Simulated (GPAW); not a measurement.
The system is MnO2.

```
Mn O
1.0
     2.85658    0.00000    0.00000
    -1.42829    2.47387    0.00000
     0.00000    0.00000    4.60137
Mn O
1 2
Direct
  0.00000 0.00000 0.50000
  0.33333 0.66667 0.70629
  0.66667 0.33333 0.29371
```

Measurements of this composition are mostly on another form, of space group No. 136.

Base run:

- Program: GPAW 26.7.0
- Functional: PBEsol
- Potentials or basis: PAW data sets generated in the run's folder for this functional
- Cutoff: 800 eV
- Basis: pw
- k mesh: 7 × 7 × 4
- Occupations: fermi-dirac, width 0.05 eV
- Spin: collinear spin, ferromagnetic start
- Starting moments: [4.0, 0.0, 0.0] μB

Its results: band gap on the k mesh 0.70 eV, indirect (least direct gap 0.76 eV); pressure 0.9 GPa; net moment 3.00 μB per cell; site moments Mn +2.81; O +0.04 μB; largest force 0.065 eV/Å.

Question: The run is repeated on the same cell with these changes: functional from PBEsol to LDA; potentials or basis from PAW data sets generated in the run's folder for this functional to the program's PAW data sets (release 1.2.1) made for this functional. What comes out?

Answer: Band gap on the k mesh 0.43 eV, indirect (least direct gap 0.46 eV); pressure -7.8 GPa; net moment 3.00 μB per cell; site moments Mn +2.78; O +0.04 μB; largest force 0.476 eV/Å.

Caveats: a cell with one magnetic atom can't hold antiferromagnetic order, which such compounds often take.
